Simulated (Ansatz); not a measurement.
Input for Ansatz (plane-wave DFT, PAW):

```yaml
crystal:
  lattice:
    - [2.6150930802, 0.0, 0.0]
    - [-1.3075465401, 2.2647370407, 0.0]
    - [0.0, 0.0, 4.2440196114]
  atoms:
    - { symbol: Mn, position: [0.33333333, 0.66666667, 0.25] }
    - { symbol: Mn, position: [0.66666667, 0.33333333, 0.75] }
basis:
  ecutwfc: 420
kpoints:
  mp_grid: { grid: [18, 18, 10] }
hamiltonian:
  xc: pbe
scf:
  occupations: { method: gaussian, width: 0.1 }
output:
  forces: true
  stress: true
  eigenvalues: true
```

Command:
```bash
ansatz run input.yaml --threads 1 --pin off --max-ram 1331MiB --backend cpu --events-out ev --progress --plain --runs-dir out
```

The calculation used DFT PBE, scalar-relativistic, plane waves, PAW in Ansatz 0.2.0.

From the run's log, abridged:

```
Pseudopotentials: kind: paw
Pseudopotential: Mn, paw, valence charge 15, recommended cutoff 420 eV (normal)
Functional definition: PBE
Crystal: 2 atoms, lattice volume = 25.135 Å³
Basis set: ecut = 420 eV, 525 PW (Γ), exchange–correlation on 36×36×60 points (8 copies of the dense FFT grid, shifted against one another)
Bands: 19, of which v1, the nominal top of the filled ones, is band 15 counted from 1 (14 counted from 0)
Symmetry: 24 space group operations
Space group: P63/mmc (ITA 194), of the structure as read, at distance tolerance 2.9e-5 Å
k-points: 222 of 3240
Initial density: superposition of atomic densities (neutral atoms: chi_scale 0, normalization atom), corrected by the library's trained network
Initial wavefunctions: pseudopotential atomic-orbital guess
Functional: x = pbe(κ = 0.804, μ = 0.21951497), c = pbe(β = 0.06672455)
SCF iter   1: F=—  HF=-7797.152340 eV  |F-HF|=—  |Δ(HF+E_count)|=         —  Δρ=5.64e-3  dr2=5.19e-3  ethr=1.77e-3  ⟨swp⟩=3.7  Hψ=14919  notcnv=0
SCF iter   2: F=—  HF=-7797.152123 eV  |F-HF|=—  |Δ(HF+E_count)|=   2.17e-4  Δρ=2.67e-3  dr2=1.14e-3  ethr=1.73e-5  ⟨swp⟩=1.8  Hψ=7236  notcnv=0  defer=2
SCF iter   3: F=—  HF=-7797.152208 eV  |F-HF|=—  |Δ(HF+E_count)|=   8.48e-5  Δρ=4.20e-4  dr2=2.79e-5  ethr=3.80e-6  ⟨swp⟩=2.1  Hψ=5596  notcnv=0  defer=2
SCF iter   4: F=—  HF=-7797.152194 eV  |F-HF|=—  |Δ(HF+E_count)|=   1.39e-5  Δρ=1.23e-4  dr2=2.55e-6  ethr=9.30e-8  ⟨swp⟩=2.0  Hψ=6447  notcnv=0  defer=2
SCF iter   5: F=-7797.152194 eV  HF=-7797.152194 eV  |F-HF|=5.90e-8  |Δ(HF+E_count)|=  3.69e-10  Δρ=3.10e-5  dr2=7.60e-8  ethr=8.49e-9  ⟨swp⟩=2.0  Hψ=5707  notcnv=0  defer=2
SCF iter   6: F=-7797.152194 eV  HF=-7797.152194 eV  |F-HF|=9.12e-9  |Δ(HF+E_count)|=   2.24e-8  Δρ=1.11e-5  dr2=1.16e-8  ethr=2.53e-10  ⟨swp⟩=2.9  Hψ=17176  notcnv=0
SCF 1 converged in 6 iterations: F = -7797.152194 eV  dr2 = 1.16e-8
SCF converged after 6 iterations
Free energy (F): -7797.152194 eV
Harris-Foulkes:  -7797.152194 eV  (|F-HF|=9.12e-9)
Internal energy: -7797.134289 eV  (E = F + TS)
E sigma→0 (E₀):  -7797.143241 eV
Entropy (-TS):   -0.017905 eV (-8.953 meV/atom)
Fermi energy:    16.724077 eV
--- Per-component energies (eV) ---
  E_band       = -413.456270
  E_kinetic    = 608.157055
  E_local      = -3450.607925  (includes V_loc(G=0)·N_el)
  E_nonlocal   = 474.559677
  E_hartree    = 1416.876289
  E_xc         = -227.919541
  E_vxc        = -291.823109  (∫ρ·V_xc dr)
  E_paw        = -2593.479311  (= ΣΔE_a)
  E_vpaw       = -587.489778  (= ΣTr[D̂ρ^β])
  E_aug_tail   = -0.000019  (compensation charges beyond the density's cutoff)
  E_ewald      = -4024.720514
  E_smearing   = -0.017905  (= −TS)
--- Forces (eV/Å), atoms counted from 1 ---
  atom   1  Mn     0.00000000     0.00000000     0.00000000
  atom   2  Mn     0.00000000     0.00000000     0.00000000
--- Stress (GPa, compression-positive) ---
      -31.339713       0.000000       0.000000
        0.000000     -31.339713       0.000000
        0.000000       0.000000     -32.030301
  P = ⅓ Tr σ = -31.5699 GPa (-315.699 kbar)
--- Band table (eV; the first three rows and the last of 222) ---
  k-point 0: bands = ["-62.3702", "-62.2867", "-31.2965", "-30.9018", "-30.9018", "-30.8379", "-30.8379", "-30.8358", "9.1857", "12.9842", "15.9454", "15.9871", "15.9871", "16.3541", "16.3541", "16.7857", "16.7857", "17.2273", "18.0284"]
  k-point 1: bands = ["-62.3682", "-62.2888", "-31.2854", "-30.9002", "-30.9002", "-30.8474", "-30.8395", "-30.8395", "9.2799", "12.9504", "15.9126", "15.9575", "15.9575", "16.3222", "16.3222", "16.8567", "16.8567", "16.9519", "18.0241"]
  k-point 2: bands = ["-62.3623", "-62.2947", "-31.2533", "-30.8957", "-30.8957", "-30.8807", "-30.8440", "-30.8440", "9.5581", "12.8158", "15.8204", "15.9020", "15.9020", "16.2371", "16.2371", "16.3504", "17.0323", "17.0323", "18.0027"]
  k-point 221: bands = ["-62.2693", "-62.2693", "-31.1996", "-31.1996", "-31.1048", "-31.1048", "-30.9196", "-30.9196", "14.4820", "14.4820", "14.5067", "14.5067", "15.3735", "15.3735", "16.7651", "16.7651", "18.0767", "18.0767", "23.3074"]
```

The run converged.

Spin polarisation was left out, and a magnetic state may lie lower.